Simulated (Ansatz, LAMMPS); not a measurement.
# Amorphous SiO2 (84 atoms): geometry optimisation, part 4 of 4

How does amorphous SiO2 (84 atoms) relax, and what do bonds, charges and levels look like afterwards?

Ansatz 0.2.0; Kohn-Sham DFT, PBE, PAW (set soft_2), plane waves.

The cell: 28 Si and 56 O. The quench rate of 50 K/ps is many orders above laboratory rates. The starting topology of bonds comes from the classical model. Only the Γ point is sampled in the main run, in a cell whose shortest periodic width is 11 Å.

So far. Step 4 (Cell and atoms relaxed): The relaxation changed the energy by -43.6 meV/atom, and atoms moved by 0.17 Å r.m.s., 0.45 Å at most. Step 7 (K-mesh 2×2×2): Forces differ from those of the single point at the relaxed geometry by 3.5 meV/Å r.m.s.; the energy by -0.60 meV/atom and the gap by -0.044 eV. It took 98 s and 8 cycles; the reference's time can't be set against it, since the two runs asked for unlike analyses.

**8. Functional HSE06**

HSE06 mixes in a quarter of exact exchange at short range, which counters self-interaction, at a higher cost.

This step: Kohn-Sham DFT, HSE06, PAW (set soft_2), plane waves (Ansatz 0.2.0).

Contents of input.yaml:

```yaml
crystal:
  lattice:
    - [10.66997, 0.02259, 0.0101]
    - [0.02259, 10.80215, 0.10207]
    - [0.0101, 0.10207, 10.54691]
  atoms:
    [... the 84 atom lines of step 6 ...]
kpoints:
  mp_grid: { grid: [1, 1, 1] }
hamiltonian:
  xc: hse06
scf:
  occupations: { method: fermi_dirac, width: 0.025 }
output:
  forces: true
  stress: true
  populations: true
  dos:
    method: { smearing: { sigma: 0.08 } }
    de: 0.05
    projected: { site_lists: { O: [O], Si: [Si] } }
  eigenvalues: true
```

Command:

```sh
$ ansatz run input.yaml --threads 4 --pin off --max-ram 8192MiB --backend cpu --events-out ev --progress --plain --runs-dir out
```

Numbers of over 12 decimals in the logs are rounded to 6 here.

Output:

```text
Warning: output.stress: scf.convergence.dr2_threshold = 1e-7 eV (the SCF's general default) is looser than the 1.6e-9 eV advised for a printed stress (1e-10 eV for each atom of the cell: 84, of which 16 are counted). What an SCF threshold leaves in a stress goes as its square root, and in the free energy as the threshold itself, and one threshold admits the most on a small cell: [...]
Warning: output.stress: scf.exx.energy_threshold = 1e-6 eV is looser than the 1.6e-7 eV advised for a stress under a hybrid functional (1e-8 eV for each atom of the cell: 84, of which 16 are counted). Every SCF of the exchange loop can meet its threshold on dr2 while the loop round them stops early: [...]
exact exchange: scf.exx.singularity resolves to wigner_seitz, which cuts the screened interaction at the faces of the exchange supercell's Wigner-Seitz cell, so that each pair interacts once, at the shortest of its separations (the periodic images that this leaves out come, [...]
[...]
Crystal: 84 atoms, lattice volume = 1215.505 Å³
Basis set: ecut = 420 eV, 23721 PW (Γ), exchange–correlation on 144×150×144 points (8 copies of the dense FFT grid, shifted against one another)
Bands: 308, of which v1, the nominal top of the filled ones, is band 224 counted from 1 (223 counted from 0)
Symmetry: 1 space group operations
[...]
k-points: 1
[...]
SCF iter   1: F=—  HF=-49666.830342 eV  |F-HF|=—  |Δ(HF+E_count)|=         —  Δρ=1.88e-3  dr2=4.95e-2  ethr=1.77e-3  ⟨swp⟩=13.0  Hψ=1867  notcnv=0
[...]
SCF iter   3: F=-49666.851057 eV  HF=-49666.849838 eV  |F-HF|=1.22e-3  |Δ(HF+E_count)|=   2.04e-3  Δρ=5.07e-4  dr2=1.54e-3  ethr=2.34e-6  ⟨swp⟩=5.0  Hψ=835  notcnv=0
SCF 1 stopped early in 3 iterations: F = -49666.851057 eV  dr2 = 1.54e-3
[...]
Exchange kernel: α = 0.2500, screened, ω = 0.2079 Å⁻¹, Wigner–Seitz truncation, v(0) = 935.5593 eV·Å³, q-mesh 1×1×1, nearest image of the exchange supercell L = 10.55 Å, pair-density grid 54×54×54, without the augmentation charges, whose exchange is taken in its separable form (sized by the pseudopotential files, [...]
Frozen-core exchange: fock
SCF iter   1: F=—  HF=-49675.590334 eV  |F-HF|=—  |Δ(HF+E_count)|=         —  Δρ=6.62e-3  dr2=4.25e-1  ethr=3.43e-6  ⟨swp⟩=15.0  Hψ=1646  notcnv=0
[...]
SCF iter   6: F=—  HF=-49675.578578 eV  |F-HF|=—  |Δ(HF+E_count)|=   1.15e-4  Δρ=7.88e-5  dr2=7.83e-5  ethr=5.13e-8  ⟨swp⟩=4.0  Hψ=802  notcnv=0
SCF iter   7: F=-49675.578552 eV  HF=-49675.578556 eV  |F-HF|=4.03e-6  |Δ(HF+E_count)|=   2.13e-5  Δρ=1.92e-5  dr2=1.44e-5  ethr=1.50e-8  ⟨swp⟩=3.0  Hψ=701  notcnv=0
SCF 2 stopped early in 7 iterations: F = -49675.578552 eV  dr2 = 1.44e-5
  Residual-converged pass: ⟨swp⟩=4.0  Hψ=869  notcnv=0  max |occ|·‖R‖ = 4.4e-6 eV (tolerance 6.7e-6 eV)  dr2=1.43e-5  dr2_onsite=1.51e-7  max |Δocc| = 0.0e0
[...]
hybrid outer 1: dexx = +1.624e-1 eV, tail = 1.55e-4 eV
[...]
Frozen-core exchange: fock
SCF iter   1: F=—  HF=-49675.576519 eV  |F-HF|=—  |Δ(HF+E_count)|=         —  Δρ=3.13e-5  dr2=6.13e-6  ethr=1.73e-7  ⟨swp⟩=19.0  Hψ=1057  notcnv=0
[...]
SCF iter   5: F=-49675.576520 eV  HF=-49675.576520 eV  |F-HF|=7.06e-10  |Δ(HF+E_count)|=   6.88e-9  Δρ=3.49e-7  dr2=1.59e-9  ethr=5.41e-12  ⟨swp⟩=5.0  Hψ=665  notcnv=0  defer=4
SCF 3 converged in 5 iterations: F = -49675.576520 eV  dr2 = 1.59e-9
[...]
hybrid outer 2: dexx = +1.903e-6 eV, tail = 2.75e-8 eV, Δε = 7.45e-4 eV (about 1.00e-5 eV left of the loop's levels), ΔF = 3.90e-3 eV/Å (tail 2.54e-4)
hybrid SCF converged: 2 outer / 12 inner (+3 warm-up), last move |dexx| = 1.90e-6 eV, tail = 2.75e-8 eV
Stability not checked: this state was not tested for a lower state beside it, because the functional holds exact exchange (a hybrid, or Hartree-Fock), whose exchange loop this test does not read (fock_operator; see scf.lower_state_search)
Free energy (F): -49675.576520 eV
Frozen-core exchange: fock
[...]
Internal energy: -49675.576520 eV  (E = F + TS)
E sigma→0 (E₀):  -49675.576520 eV
Fermi energy:    3.549524 eV
[...]
Σ components = -49675.576520   (vs F -49675.576520, Δ=0.00e0)
--- Forces (eV/Å), atoms counted from 1 ---
  atom   1  Si     0.03097150     0.12429293     0.00020161
  atom   2  Si     0.01725715    -0.14131104    -0.04147288
  atom   3  Si    -0.04229451     0.06949742    -0.01860901
  atom   4  Si    -0.08724692    -0.01988307     0.02425992
[...]
atom  84  O      0.04287785    -0.15022766     0.01051847
  max |Σ_I F_I| component: 2.14e-4 eV/Å
--- Stress (GPa, compression-positive) ---
       -4.767610      -0.047721      -0.044569
       -0.047722      -4.687578       0.003363
       -0.044568       0.003358      -4.920719
  P = ⅓ Tr σ = -4.7920 GPa (-47.920 kbar)
--- Band table (eV) ---
[...]
--- Löwdin populations: 84 sites ---
  site symbol       q [e]
     0     Si      2.1649
     1     Si      2.1630
     2     Si      2.1353
[...]
83      O      6.8257
  spilling = 0.013968 (of n_electrons = 448.000000)
```

The job ended after 2.8 min (4 threads of Arm Neoverse V2, shared host; peak memory 3.3 GiB; 11 min of CPU time).

The program notes that the exchange threshold is loose for the stress and the SCF threshold is loose for the stress.

Geometry and reference: those of the single point at the relaxed geometry.

Forces differ from those of the single point at the relaxed geometry by 195 meV/Å r.m.s.; the pressure by -4.8 GPa and the gap by +1.8 eV. It took 2.8 min and 15 cycles; the reference's time can't be set against it, since the two runs asked for unlike analyses.

Numbers from this run:

- free energy: -49675.5765 eV
- free energy per atom: -591.3759 eV/atom
- SCF cycles: 15
- pressure: -4.792 GPa
- r.m.s. force component: 0.1954 eV/Å
- longest force: 0.8717 eV/Å
- Fermi energy: 3.55 eV
- gap (highest filled to lowest empty level): 7.127 eV
- spilling of the projection: 0.01397

Length of the force by element:

| element | coordination | atoms | mean length of the force (eV/Å) | spread | least | most |
| --- | --- | --- | --- | --- | --- | --- |
| O | all | 56 | 0.381 | 0.150 | 0.103 | 0.872 |
| Si | all | 28 | 0.0786 | 0.0404 | 0.0191 | 0.198 |

Löwdin charges by element (they lack the spilled electrons, 0.074 e an atom on average):

| element | coordination | atoms | mean charge (e) | spread | least | most |
| --- | --- | --- | --- | --- | --- | --- |
| O | all | 56 | -0.812 | 0.0089 | -0.838 | -0.795 |
| Si | all | 28 | 1.85 | 0.0076 | 1.84 | 1.86 |

Density of states as counts of states in windows of 1 eV (from the Fermi level), total and the larger projections:

| from (eV) | to (eV) | total | O p | Si p |
| --- | --- | --- | --- | --- |
| -14 | -13 | 0.1 | 0.0 | 0.0 |
| -13 | -12 | 14.2 | 9.5 | 0.5 |
| -12 | -11 | 13.9 | 9.5 | 0.9 |
| -11 | -10 | 17.8 | 12.8 | 2.0 |
| -10 | -9 | 26.9 | 20.4 | 5.2 |
| -9 | -8 | 36.4 | 28.5 | 6.9 |
| -8 | -7 | 15.1 | 12.1 | 1.9 |
| -7 | -6 | 50.1 | 43.7 | 3.5 |
| -6 | -5 | 67.6 | 62.9 | 2.1 |
| -5 | -4 | 63.3 | 60.5 | 1.2 |
| -4 | -3 | 30.6 | 29.9 | 0.2 |
| -3 | 3 | 0.0 | 0.0 | 0.0 |
| 3 | 4 | 2.0 | 0.1 | 0.1 |
| 4 | 5 | 0.2 | 0.0 | 0.1 |

Between -25 and -14 eV lie 112 more states.

The levels nearest the highest filled one (over half full), pooled over k-points and spins:

| level less the highest filled one (eV) | occupation |
| --- | --- |
| -0.137 | 2 |
| -0.0692 | 2 |
| -0.0508 | 2 |
| -0.0425 | 2 |
| -0.0092 | 2 |
| 0 | 2 |
| 7.13 | 0 |
| 8.65 | 0 |
| 8.93 | 0 |
| 8.98 | 0 |
| 9.02 | 0 |
| 9.14 | 0 |

**9. Functional r2SCAN (500 eV)**

The meta-GGA r2SCAN uses the kinetic energy density as well as the density and its gradient. Besides, the cutoff goes from 420 to 500 eV.

This step: Kohn-Sham DFT, r2SCAN, PAW (set soft_2), plane waves (Ansatz 0.2.0).

Changes to input.yaml since step 8:

```diff
@@ -10,3 +10,3 @@
 hamiltonian:
-  xc: hse06
+  xc: r2scan
 scf:
```

Output:

```text
[...]
Crystal: 84 atoms, lattice volume = 1215.505 Å³
Basis set: ecut = 500 eV, 30899 PW (Γ), exchange–correlation on 320×320×320 points (64 copies of the dense FFT grid, shifted against one another)
Bands: 308, of which v1, the nominal top of the filled ones, is band 224 counted from 1 (223 counted from 0)
Symmetry: 1 space group operations
[...]
k-points: 1
[...]
SCF iter   1: F=—  HF=-49831.873283 eV  |F-HF|=—  |Δ(HF+E_count)|=         —  Δρ=7.12e-3  dr2=6.52e-1  dr2_τ=6.89e0  ethr=1.77e-3  ⟨swp⟩=7.0  Hψ=1533  notcnv=0  defer=47
[...]
SCF iter   8: F=—  HF=-49834.092668 eV  |F-HF|=—  |Δ(HF+E_count)|=   2.65e-7  Δρ=3.47e-6  dr2=1.31e-7  dr2_τ=1.12e-8  ethr=2.23e-11  ⟨swp⟩=14.0  Hψ=1890  notcnv=0
SCF iter   9: F=-49834.092668 eV  HF=-49834.092668 eV  |F-HF|=1.75e-10  |Δ(HF+E_count)|=   1.62e-8  Δρ=6.36e-7  dr2=5.11e-9  dr2_τ=2.27e-10  ethr=2.23e-11  ⟨swp⟩=4.0  Hψ=882  notcnv=0
SCF 1 converged in 9 iterations: F = -49834.092668 eV  dr2 = 5.11e-9
[...]
SCF converged after 9 iterations
Free energy (F): -49834.092668 eV
[...]
Internal energy: -49834.092668 eV  (E = F + TS)
E sigma→0 (E₀):  -49834.092668 eV
Fermi energy:    3.868518 eV
[...]
Σ components = -49834.092668   (vs F -49834.092668, Δ=0.00e0)
--- Forces (eV/Å), atoms counted from 1 ---
  atom   1  Si     0.06642192     0.14344191     0.00373311
  atom   2  Si     0.00592344    -0.13806094    -0.03567422
  atom   3  Si    -0.03950232     0.09184146    -0.01767019
  atom   4  Si    -0.06331974    -0.05370806     0.01496325
[...]
atom  84  O      0.03518783    -0.11462603     0.00305545
  max |Σ_I F_I| component: 2.06e-4 eV/Å
--- Stress (GPa, compression-positive) ---
       -4.713514      -0.054554      -0.025812
       -0.054553      -4.637805       0.008848
       -0.025813       0.008847      -4.788070
  P = ⅓ Tr σ = -4.7131 GPa (-47.131 kbar)
--- Band table (eV) ---
[...]
--- Löwdin populations: 84 sites ---
  site symbol       q [e]
     0     Si      2.1605
     1     Si      2.1591
     2     Si      2.1311
[...]
83      O      6.8284
  spilling = 0.013759 (of n_electrons = 448.000000)
```

Wall time 34 s (4 threads); peak memory 3 GiB; 2.2 min of CPU time.

Geometry and reference: those of the single point at the relaxed geometry.

Forces differ from those of the single point at the relaxed geometry by 161 meV/Å r.m.s.; the pressure by -4.7 GPa and the gap by +0.69 eV. It took 34 s and 9 cycles; the reference's time can't be set against it, since the two runs asked for unlike analyses.

**10. Functional PBEsol**

PBEsol restores the gradient expansion of exchange for slowly varying densities and usually gives shorter bonds in solids than PBE.

This step: Kohn-Sham DFT, PBEsol, PAW (set soft_2), plane waves (Ansatz 0.2.0).

Changes to input.yaml since step 9:

```diff
@@ -10,3 +10,3 @@
 hamiltonian:
-  xc: r2scan
+  xc: pbesol
 scf:
```

Output:

```text
[...]
Crystal: 84 atoms, lattice volume = 1215.505 Å³
Basis set: ecut = 420 eV, 23721 PW (Γ), exchange–correlation on 144×150×144 points (8 copies of the dense FFT grid, shifted against one another)
Bands: 308, of which v1, the nominal top of the filled ones, is band 224 counted from 1 (223 counted from 0)
Symmetry: 1 space group operations
[...]
k-points: 1
[...]
SCF iter   1: F=—  HF=-48898.388664 eV  |F-HF|=—  |Δ(HF+E_count)|=         —  Δρ=1.14e-2  dr2=1.22e0  ethr=1.77e-3  ⟨swp⟩=7.0  Hψ=1547  notcnv=0  defer=46
[...]
SCF iter   7: F=—  HF=-48898.034389 eV  |F-HF|=—  |Δ(HF+E_count)|=   3.26e-6  Δρ=8.61e-6  dr2=6.82e-7  ethr=5.80e-10  ⟨swp⟩=2.0  Hψ=456  notcnv=0  defer=76
SCF iter   8: F=-48898.034389 eV  HF=-48898.034389 eV  |F-HF|=1.12e-8  |Δ(HF+E_count)|=   4.67e-9  Δρ=1.85e-6  dr2=3.55e-8  ethr=2.23e-11  ⟨swp⟩=13.0  Hψ=2013  notcnv=0
SCF 1 converged in 8 iterations: F = -48898.034389 eV  dr2 = 3.55e-8
[...]
SCF converged after 8 iterations
Free energy (F): -48898.034389 eV
[...]
Internal energy: -48898.034389 eV  (E = F + TS)
E sigma→0 (E₀):  -48898.034389 eV
Fermi energy:    3.859344 eV
[...]
Σ components = -48898.034389   (vs F -48898.034389, Δ=0.00e0)
--- Forces (eV/Å), atoms counted from 1 ---
  atom   1  Si    -0.02141579     0.01204261    -0.02625869
  atom   2  Si    -0.02138912     0.02348956     0.00455224
  atom   3  Si     0.01289846     0.00964420    -0.01468015
  atom   4  Si    -0.05759797    -0.00297385    -0.02874212
[...]
atom  84  O      0.01520692    -0.05284283     0.00476966
  max |Σ_I F_I| component: 3.20e-5 eV/Å
--- Stress (GPa, compression-positive) ---
       -2.492554      -0.009987      -0.030845
       -0.009987      -2.399372       0.006223
       -0.030844       0.006222      -2.486005
  P = ⅓ Tr σ = -2.4593 GPa (-24.593 kbar)
--- Band table (eV) ---
[...]
--- Löwdin populations: 84 sites ---
  site symbol       q [e]
     0     Si      2.2537
     1     Si      2.2538
     2     Si      2.2226
[...]
83      O      6.7798
  spilling = 0.013985 (of n_electrons = 448.000000)
```

Run time: 11 s. Hardware: 4 threads; peak memory 1.3 GiB.

Geometry and reference: those of the single point at the relaxed geometry.

Forces differ from those of the single point at the relaxed geometry by 59 meV/Å r.m.s.; the pressure by -2.4 GPa and the gap by -0.051 eV.

**11. What each setting buys**

Each row is set against the single point at the relaxed geometry (Kohn-Sham DFT, PBE, PAW (set soft_2), plane waves; r.m.s. force component 0.00205 eV/Å). Energies are set beside the reference only for runs with its functional, potentials and electron count. Times are for 4 threads of Arm Neoverse V2, shared host. The reference's time includes grids, which some other runs skip.

| run | Δ force, r.m.s. (meV/Å) | Δ energy (meV/atom) | Δ pressure (GPa) | Δ gap (eV) | cycles | time | host memory (GiB) |
| --- | --- | --- | --- | --- | --- | --- | --- |
| reference | - | - | - | - | 8 | 12 s | 1.3 |
| k-mesh 2×2×2 | 3.55 | -0.599 | 0.01 | -0.0445 | 8 | 98 s | 6.9 |
| functional HSE06 | 195 | - | -4.78 | 1.83 | 15 | 2.8 min | 3.3 |
| functional r2SCAN (500 eV) | 161 | - | -4.70 | 0.694 | 9 | 34 s | 3.0 |
| functional PBEsol | 59.4 | - | -2.44 | -0.0506 | 8 | 11 s | 1.3 |

**12. Summary of results**

```yaml
energy_change_in_the_relaxation: -43.59 meV/atom
r_m_s_displacement: 0.174 Å
largest_displacement: 0.445 Å
free_energy_per_atom: -591.2717 eV/atom
pressure: -0.01502 GPa
r_m_s_force_component: 0.00205 eV/Å
spacing_of_highest_filled_and_lowest_empty_level: 5.296 eV
wall_time_of_the_7_dft_runs: 6.8 min
```

What this shows: Relaxation lowers the energy by 43.6 meV/atom and moves atoms by 0.17 Å r.m.s.; the r.m.s. force component goes from 0.79 to 0.0021 eV/Å. Displacements are taken in the final cell, so they leave out its strain. By the final cutoffs no bond was broken or made. The cell shrank by 4.3 % in volume. From the first step to the last the energy fell by 3.661 eV, across changes of basis, and the largest move was 0.44 Å (O32). The O-Si bonds go from 1.624 Å (spread 0.029) to 1.635 Å (spread 0.017). Counting bonds as in the table, all O atoms have 2 and all Si atoms have 4 bonded neighbours. 100 % of the oxygens bridge two formers (Si) and 0 % are non-bridging. Between filled and empty levels lie 5.30 eV (at Γ alone); a semilocal functional tends to put such gaps too low. In a disordered cell it changes from sample to sample, and tail or defect levels can set it.

Among the changes of functional, dispersion, potentials or spin set against this reference, functional HSE06 moves the forces most, by 195 meV/Å r.m.s. The gap changes by +1.83 eV with HSE06.

Caveats: The network of bonds at the start is that of the classical potential that made the cell; DFT moved the atoms only locally, and no bond changed.

Calculation beside experiment:

| quantity | measured | this cell | difference | method of the measurement |
| --- | --- | --- | --- | --- |
| density | 2.2 g/cm³ | 2.30 g/cm³ | +4.5 % | tabulated bulk density |
| nearest Si–O distance | 1.61 Å | 1.64 Å | +1.6 % | high-energy XRD, PDF Gaussian fit |
| nearest Si–Si distance | 3.08 Å | 3.08 Å | +0.0 % | diffraction, Gaussian radial peak fit |
| nearest O–O distance | 2.63 Å | 2.65 Å | +0.8 % | diffraction, Gaussian radial peak fit |
| number of O about Si | 4 | 4 | +0.0 % | high-energy XRD, PDF Gaussian fit |
| Si–O–Si angle | 148.3 ° | 141 ° | -4.9 % | x-ray and neutron diffraction, model fit |

The cell differs from the measured distances by up to 1.6 %, neighbour counts by up to 0.0 %, angles by up to 4.9 % and density by up to 4.5 %. Distances of this cell are positions of the first main peak of g(r), or bond means where the peak is narrow; means over all bonds within a cutoff lie farther out for broad shells. The network comes from the model that made the cell; DFT moved the atoms only locally, and no bond changed. Our coordination numbers hang on a cutoff, and experiments count neighbours in their own ways.

[Logs are printed without paths, hosts, clocks, repeated set-up lines and the standing remarks that a program may print on its own settings, such as how far it seeks lower states.]

[Hosts, paths, dates, database ids (printed as entryN), source tags and the programs' standing remarks are cut or masked in the printed files.]
